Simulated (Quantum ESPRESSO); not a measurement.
# BN (P6_3mc) in Quantum ESPRESSO: a series of runs

The runs below take BN through band structure, single point, equation of state, with LDA, r2SCAN.

Program: Quantum ESPRESSO 7.5. These are calculated values, not measurements. Logs are shortened: lines on timing, memory, paths and dates and some standing lists are left out, and cuts for length are marked.

## (1) The crystal as given

It takes space group P6_3mc (No. 186, hexagonal). Conventional cell: a = 2.554 Å, b = 2.554 Å, c = 4.227 Å, α = 90.00°, β = 90.00°, γ = 120.00°. Around N (site symmetry 3m) lie 4 B at 1.57 to 1.58 Å. Around B (site symmetry 3m) lie 4 N at 1.57 to 1.58 Å.

Measurements of this composition are mostly on another form, of space group No. 194.

## (2) Band structure, LDA

Contents of pw.in:

```
&CONTROL
  calculation = 'scf'
  prefix = 'pwscf'
  outdir = './tmp'
  pseudo_dir = './pseudo'
  tprnfor = .true.
  tstress = .true.
  disk_io = 'low'
/
&SYSTEM
  ibrav = 0
  celldm(1) = 8
  nat = 4
  ntyp = 2
  ecutwfc = 45
  ecutrho = 360
  nbnd = 14
  occupations = 'smearing'
  smearing = 'fd'
  degauss = 0.00367493
/
&ELECTRONS
  conv_thr = 8d-10
  electron_maxstep = 120
  mixing_beta = 0.5
/
ATOMIC_SPECIES
N     14.0070 n_lda_v1.2.uspp.F.UPF
B     10.8100 b_lda_v1.4.uspp.F.UPF
CELL_PARAMETERS alat
  0.6032807982561   0.0000000000000   0.0000000000000
 -0.3016403991399   0.5224564969044   0.0000000000000
  0.0000000000000   0.0000000000000   0.9984497898131
ATOMIC_POSITIONS crystal
N      0.3333333333    0.6666666667    0.1252760000
N      0.6666666667    0.3333333333    0.6252760000
B      0.3333333333    0.6666666667    0.4997240000
B      0.6666666667    0.3333333333    0.9997240000
K_POINTS automatic
12 12 6 0 0 0
```

Contents of bands.in:

```
&CONTROL
  calculation = 'bands'
  prefix = 'pwscf'
  outdir = './tmp'
  pseudo_dir = './pseudo'
  disk_io = 'low'
  verbosity = 'high'
/
&SYSTEM
  ibrav = 0
  celldm(1) = 8
  nat = 4
  ntyp = 2
  ecutwfc = 45
  ecutrho = 360
  nbnd = 14
  occupations = 'smearing'
  smearing = 'fd'
  degauss = 0.00367493
/
&ELECTRONS
  conv_thr = 1d-08
  electron_maxstep = 120
  mixing_beta = 0.5
  diago_full_acc = .true.
  startingwfc = 'random'
/
ATOMIC_SPECIES
N     14.0070 n_lda_v1.2.uspp.F.UPF
B     10.8100 b_lda_v1.4.uspp.F.UPF
CELL_PARAMETERS alat
  0.6032807982561   0.0000000000000   0.0000000000000
 -0.3016403991399   0.5224564969044   0.0000000000000
  0.0000000000000   0.0000000000000   0.9984497898131
ATOMIC_POSITIONS crystal
N      0.3333333333    0.6666666667    0.1252760000
N      0.6666666667    0.3333333333    0.6252760000
B      0.3333333333    0.6666666667    0.4997240000
B      0.6666666667    0.3333333333    0.9997240000
K_POINTS crystal
60
 0.0000000000  0.0000000000  0.0000000000 1
 0.0625000000  0.0000000000  0.0000000000 1
 0.1250000000  0.0000000000  0.0000000000 1
 0.1875000000  0.0000000000  0.0000000000 1
 0.2500000000  0.0000000000  0.0000000000 1
 0.3125000000  0.0000000000  0.0000000000 1
 0.3750000000  0.0000000000  0.0000000000 1
 0.4375000000  0.0000000000  0.0000000000 1
 0.5000000000  0.0000000000  0.0000000000 1
 0.4583333333  0.0833333333  0.0000000000 1
 0.4166666667  0.1666666667  0.0000000000 1
 0.3750000000  0.2500000000  0.0000000000 1
 0.3333333333  0.3333333333  0.0000000000 1
 0.2962962963  0.2962962963  0.0000000000 1
 0.2592592593  0.2592592593  0.0000000000 1
 0.2222222222  0.2222222222  0.0000000000 1
 0.1851851852  0.1851851852  0.0000000000 1
 0.1481481481  0.1481481481  0.0000000000 1
 0.1111111111  0.1111111111  0.0000000000 1
 0.0740740741  0.0740740741  0.0000000000 1
 0.0370370370  0.0370370370  0.0000000000 1
 0.0000000000  0.0000000000  0.0000000000 1
 0.0000000000  0.0000000000  0.1250000000 1
 0.0000000000  0.0000000000  0.2500000000 1
 0.0000000000  0.0000000000  0.3750000000 1
 0.0000000000  0.0000000000  0.5000000000 1
 0.0625000000  0.0000000000  0.5000000000 1
 0.1250000000  0.0000000000  0.5000000000 1
 0.1875000000  0.0000000000  0.5000000000 1
 0.2500000000  0.0000000000  0.5000000000 1
 0.3125000000  0.0000000000  0.5000000000 1
 0.3750000000  0.0000000000  0.5000000000 1
 0.4375000000  0.0000000000  0.5000000000 1
 0.5000000000  0.0000000000  0.5000000000 1
 0.4666666667  0.0666666667  0.5000000000 1
 0.4333333333  0.1333333333  0.5000000000 1
 0.4000000000  0.2000000000  0.5000000000 1
 0.3666666667  0.2666666667  0.5000000000 1
 0.3333333333  0.3333333333  0.5000000000 1
 0.3030303030  0.3030303030  0.5000000000 1
 0.2727272727  0.2727272727  0.5000000000 1
 0.2424242424  0.2424242424  0.5000000000 1
 0.2121212121  0.2121212121  0.5000000000 1
 0.1818181818  0.1818181818  0.5000000000 1
 0.1515151515  0.1515151515  0.5000000000 1
 0.1212121212  0.1212121212  0.5000000000 1
 0.0909090909  0.0909090909  0.5000000000 1
 0.0606060606  0.0606060606  0.5000000000 1
 0.0303030303  0.0303030303  0.5000000000 1
 0.0000000000  0.0000000000  0.5000000000 1
 0.5000000000  0.0000000000  0.5000000000 1
 0.5000000000  0.0000000000  0.3750000000 1
 0.5000000000  0.0000000000  0.2500000000 1
 0.5000000000  0.0000000000  0.1250000000 1
 0.5000000000  0.0000000000  0.0000000000 1
 0.3333333333  0.3333333333  0.0000000000 1
 0.3333333333  0.3333333333  0.1250000000 1
 0.3333333333  0.3333333333  0.2500000000 1
 0.3333333333  0.3333333333  0.3750000000 1
 0.3333333333  0.3333333333  0.5000000000 1
```

Potentials or basis: GBRV 1.5 LDA.

Run with:

```
$ OMP_NUM_THREADS=1 mpirun -n 2 pw.x -nk 2 -in pw.in > pw.out
$ OMP_NUM_THREADS=1 mpirun -n 2 pw.x -nk 2 -in bands.in > bands.out
```

pw.out:

```text
This program is part of the open-source Quantum ESPRESSO suite
     for quantum simulation of materials; please cite
[... 13 lines left out ...]
     --------------------
     sticks:   dense  smooth     PW     G-vecs:    dense   smooth      PW
     Sum         583     295     91                18583     6569    1225

     Using Slab Decomposition

     bravais-lattice index     =            0
     lattice parameter (alat)  =       8.0000  a.u.
     unit-cell volume          =     161.1261 (a.u.)^3
     number of atoms/cell      =            4
     number of atomic types    =            2
     number of electrons       =        16.00
     number of Kohn-Sham states=           14
     kinetic-energy cutoff     =      45.0000  Ry
     charge density cutoff     =     360.0000  Ry
     scf convergence threshold =      8.0E-10
     mixing beta               =       0.5000
     number of iterations used =            8  plain     mixing
     Exchange-correlation=  SLA  PZ   NOGX NOGC
                           (   1   1   0   0   0   0   0)

     celldm(1)=   8.000000  celldm(2)=   0.000000  celldm(3)=   0.000000
     celldm(4)=   0.000000  celldm(5)=   0.000000  celldm(6)=   0.000000

     crystal axes: (cart. coord. in units of alat)
               a(1) = (   0.603281   0.000000   0.000000 )
               a(2) = (  -0.301640   0.522456   0.000000 )
               a(3) = (   0.000000   0.000000   0.998450 )

     reciprocal axes: (cart. coord. in units 2 pi/alat)
               b(1) = (  1.657603  0.957017 -0.000000 )
               b(2) = (  0.000000  1.914035  0.000000 )
               b(3) = (  0.000000 -0.000000  1.001553 )

     PseudoPot. # 1 for N  read from file:
     n_lda_v1.2.uspp.F.UPF
     Pseudo is Ultrasoft + core correction, Zval =  5.0
     Generated by new atomic code, or converted to UPF format
     Using radial grid of  729 points,  4 beta functions with:
                l(1) =   0
                l(2) =   0
                l(3) =   1
                l(4) =   1
     Q(r) pseudized with  8 coefficients,  rinner =    0.900   0.900   0.900

     PseudoPot. # 2 for B  read from file:
     b_lda_v1.4.uspp.F.UPF
     Pseudo is Ultrasoft + core correction, Zval =  3.0
     Generated by new atomic code, or converted to UPF format
     Using radial grid of  781 points,  4 beta functions with:
                l(1) =   0
                l(2) =   0
                l(3) =   1
                l(4) =   1
     Q(r) pseudized with  8 coefficients,  rinner =    1.100   1.100   1.100

     atomic species   valence    mass     pseudopotential
     N                 5.00    14.00700     N ( 1.00)
     B                 3.00    10.81000     B ( 1.00)

     12 Sym. Ops. (no inversion) found ( 6 have fractional translation)

   Cartesian axes

     site n.     atom                  positions (alat units)
         1        N      tau(   1) = (  -0.0000000   0.3483043   0.1250818  )
         2        N      tau(   2) = (   0.3016404   0.1741522   0.6243067  )
         3        B      tau(   3) = (  -0.0000000   0.3483043   0.4989493  )
         4        B      tau(   4) = (   0.3016404   0.1741522   0.9981742  )

     number of k points=    76  Fermi-Dirac smearing, width (Ry)=  0.0037
                       cart. coord. in units 2pi/alat
        k(    1) = (   0.0000000   0.0000000   0.0000000), wk =   0.0023148
        k(    2) = (   0.0000000   0.0000000   0.1669254), wk =   0.0046296
        k(    3) = (   0.0000000   0.0000000   0.3338509), wk =   0.0046296
        k(    4) = (   0.0000000   0.0000000  -0.5007763), wk =   0.0023148
        k(    5) = (   0.0000000   0.1595029   0.0000000), wk =   0.0138889
        k(    6) = (   0.0000000   0.1595029   0.1669254), wk =   0.0277778
[... 68 lines left out ...]
        k(   75) = (   0.5525343   0.9570175   0.3338509), wk =   0.0092593
        k(   76) = (   0.5525343   0.9570175  -0.5007763), wk =   0.0046296

     Dense  grid:    18583 G-vectors     FFT dimensions: (  30,  30,  50)

     Smooth grid:     6569 G-vectors     FFT dimensions: (  24,  24,  36)

     Initial potential from superposition of free atoms

     starting charge      15.9995, renormalised to      16.0000
     Starting wfcs are   16 randomized atomic wfcs

     Self-consistent Calculation

     iteration #  1     ecut=    45.00 Ry     beta= 0.50
     Davidson diagonalization with overlap
     ethr =  1.00E-02,  avg # of iterations =  2.7

     total energy              =     -53.39201701 Ry
     estimated scf accuracy    <       0.44727251 Ry

     iteration #  2     ecut=    45.00 Ry     beta= 0.50
     Davidson diagonalization with overlap
     ethr =  2.80E-03,  avg # of iterations =  2.0

     total energy              =     -53.47669202 Ry
     estimated scf accuracy    <       0.04568340 Ry

     iteration #  3     ecut=    45.00 Ry     beta= 0.50
     Davidson diagonalization with overlap
     ethr =  2.86E-04,  avg # of iterations =  1.9
[... 29 lines left out ...]
     total energy              =     -53.47956857 Ry
     estimated scf accuracy    <       0.00000018 Ry

     iteration #  8     ecut=    45.00 Ry     beta= 0.50
     Davidson diagonalization with overlap
     ethr =  1.63E-10,  avg # of iterations =  2.2

     total energy              =     -53.47956859 Ry
     estimated scf accuracy    <          3.2E-09 Ry

     iteration #  9     ecut=    45.00 Ry     beta= 0.50
     Davidson diagonalization with overlap
     ethr =  2.02E-11,  avg # of iterations =  1.9

     End of self-consistent calculation

          k = 0.0000 0.0000 0.0000 (   809 PWs)   bands (ev):

    -9.2179  -5.0529   0.0546   8.8040   8.8040  10.6312  10.9108  10.9108
    19.1222  19.1222  19.3424  20.4064  21.5919  22.6133

          k = 0.0000 0.0000 0.1669 (   815 PWs)   bands (ev):

    -9.0526  -5.6309   0.9238   8.9204   8.9204   9.7481  10.7354  10.7354
    19.3203  19.3203  19.6966  20.3925  21.8115  22.3072

          k = 0.0000 0.0000 0.3339 (   821 PWs)   bands (ev):

    -8.5625  -6.7311   2.8760   7.6906   9.2521   9.2521  10.2895  10.2895
    19.8698  19.8698  20.1333  20.3558  21.5555  21.5555

          k = 0.0000 0.0000-0.5008 (   822 PWs)   bands (ev):

    -7.7691  -7.7691   5.2505   5.2505   9.7432   9.7432   9.7432   9.7432
    20.2937  20.2937  20.6651  20.6651  20.6651  20.6651
[... 88 lines left out ...]
    -5.6986  -3.7191   1.3514   3.3053   4.3547   6.2409   7.5514   8.6689
    17.5357  18.3823  21.8122  21.9842  23.5072  24.4559

          k = 0.0000 0.7975 0.3339 (   825 PWs)   bands (ev):

    -5.3335  -4.1847   1.2142   2.4086   5.8339   6.6596   7.8756   8.0347
    17.3001  17.9541  21.1067  22.1611  23.1016  25.4940

          k = 0.0000 0.7975-0.5008 (   818 PWs)   bands (ev):

    -4.7876  -4.7876   1.6140   1.6140   7.2360   7.2360   7.2963   7.2963
    17.5309  17.5309  21.0479  21.0479  24.7764  24.7764

          k = 0.0000-0.9570 0.0000 (   834 PWs)   bands (ev):

    -5.1033  -3.8513   1.5099   3.1892   4.0646   5.9568   6.4958   8.8096
    17.4948  18.6835  21.3340  22.2445  23.6334  25.2144

          k = 0.0000-0.9570 0.1669 (   822 PWs)   bands (ev):

    -5.0032  -3.8880   1.1329   2.6289   4.8011   6.1026   7.0271   8.5476
    17.5642  18.0578  21.8444  22.1295  23.6021  24.0766

          k = 0.0000-0.9570 0.3339 (   820 PWs)   bands (ev):

    -4.7279  -4.0466   0.7766   1.6744   6.1838   6.5237   7.6588   7.9081
    17.2960  17.6374  21.3177  21.5924  23.1844  25.5482

          k = 0.0000-0.9570-0.5008 (   812 PWs)   bands (ev):

    -4.3615  -4.3615   0.9678   0.9678   7.1644   7.1644   7.3608   7.3608
    17.3634  17.3634  20.8122  20.8122  24.9390  24.9390

          k = 0.1381 0.2393 0.0000 (   809 PWs)   bands (ev):

    -8.7685  -4.7122   0.4984   7.1003   7.8488   9.5302  10.1943  10.3514
    18.8612  19.5735  19.9469  21.6379  22.6807  22.8281

          k = 0.1381 0.2393 0.1669 (   811 PWs)   bands (ev):

    -8.6055  -5.2623   1.3197   7.2350   7.9593   9.0417   9.8214  10.1395
    18.8516  19.7863  20.2488  21.5924  22.4387  22.8090

          k = 0.1381 0.2393 0.3339 (   813 PWs)   bands (ev):

    -8.1226  -6.3272   3.1670   7.4506   7.6250   8.3775   9.0893   9.6151
    19.2707  20.2729  20.6137  21.1648  21.9464  22.7357
[... 213 lines left out ...]
    -3.8578  -3.8578   1.8592   3.1938   3.1938   5.0814   6.3060   6.3060
    16.6104  22.6663  22.6663  24.1695  25.1095  25.1095

          k = 0.5525 0.9570 0.3339 (   807 PWs)   bands (ev):

    -3.7814  -3.7814   2.3749   2.4615   2.4615   4.1681   7.4022   7.4022
    18.4745  20.8683  20.8683  22.9739  25.1251  25.1251

          k = 0.5525 0.9570-0.5008 (   828 PWs)   bands (ev):

    -3.7413  -3.7413   2.1817   2.1817   3.1823   3.1823   7.8888   7.8888
    20.1282  20.1282  20.8364  20.8364  25.1328  25.1328

     the Fermi energy is    12.9262 ev

!    total energy              =     -53.47956859 Ry
     estimated scf accuracy    <          3.8E-10 Ry
     smearing contrib. (-TS)   =       0.00000000 Ry
     internal energy E=F+TS    =     -53.47956859 Ry

     The total energy is F=E-TS. E is the sum of the following terms:
     one-electron contribution =       8.65622172 Ry
     hartree contribution      =       7.25273410 Ry
     xc contribution           =     -16.95963027 Ry
     ewald contribution        =     -52.42889415 Ry

     convergence has been achieved in   9 iterations

     Forces acting on atoms (cartesian axes, Ry/au):

     atom    1 type  1   force =     0.00000000    0.00000000   -0.00078381
     atom    2 type  1   force =     0.00000000   -0.00000000   -0.00078381
     atom    3 type  2   force =     0.00000000   -0.00000000    0.00078381
     atom    4 type  2   force =     0.00000000    0.00000000    0.00078381

     Total force =     0.001568     Total SCF correction =     0.000003

     Computing stress (Cartesian axis) and pressure

          total   stress  (Ry/bohr**3)                   (kbar)     P=     -124.91
  -0.00083929  -0.00000000  -0.00000000         -123.46       -0.00       -0.00
  -0.00000000  -0.00083929  -0.00000000           -0.00     -123.46       -0.00
  -0.00000000  -0.00000000  -0.00086879           -0.00       -0.00     -127.80

=------------------------------------------------------------------------------=
   JOB DONE.
=------------------------------------------------------------------------------=
```

Run time: 15 s. Hardware: 2 MPI ranks of Arm Neoverse V1, shared host; peak memory 0.18 GiB.

What came out:

| Quantity | Value |
| --- | --- |
| Free energy | -727.6266 eV |
| Pressure | -12.5 GPa |
| Largest force | 0.020 eV/Å |
| Band gap on the k mesh | 4.96 eV, indirect (least direct gap 8.12 eV) |
| Band gap along the path | 4.96 eV, indirect (least direct gap 8.11 eV) |

Forces on the atoms (eV/Å):
```
N    0.000  0.000 -0.020
N    0.000  0.000 -0.020
B    0.000  0.000  0.020
B    0.000  0.000  0.020
```

Levels at the corners of the path, in eV from the valence-band top:
| point | band 6 | band 7 | band 8 | band 9 | band 10 | band 11 |
| --- | --- | --- | --- | --- | --- | --- |
| Γ | -0.28 | 0.00 | 0.00 | 8.21 | 8.21 | 8.43 |
| M | -4.95 | -4.42 | -2.10 | 6.58 | 7.77 | 10.42 |
| K | -5.43 | -5.38 | -5.38 | 4.96 | 13.27 | 13.27 |
| Γ | -0.28 | 0.00 | 0.00 | 8.21 | 8.21 | 8.43 |
| A | -1.17 | -1.17 | -1.17 | 9.38 | 9.38 | 9.75 |
| L | -3.75 | -3.55 | -3.55 | 6.45 | 6.45 | 9.90 |
| H | -7.73 | -3.02 | -3.02 | 9.22 | 9.22 | 9.93 |
| A | -1.17 | -1.17 | -1.17 | 9.38 | 9.38 | 9.75 |
| L | -3.75 | -3.55 | -3.55 | 6.45 | 6.45 | 9.90 |
| M | -4.95 | -4.42 | -2.10 | 6.58 | 7.77 | 10.42 |
| K | -5.43 | -5.38 | -5.38 | 4.96 | 13.27 | 13.27 |
| H | -7.73 | -3.02 | -3.02 | 9.22 | 9.22 | 9.93 |

(Part 1 of 2 ends here.)
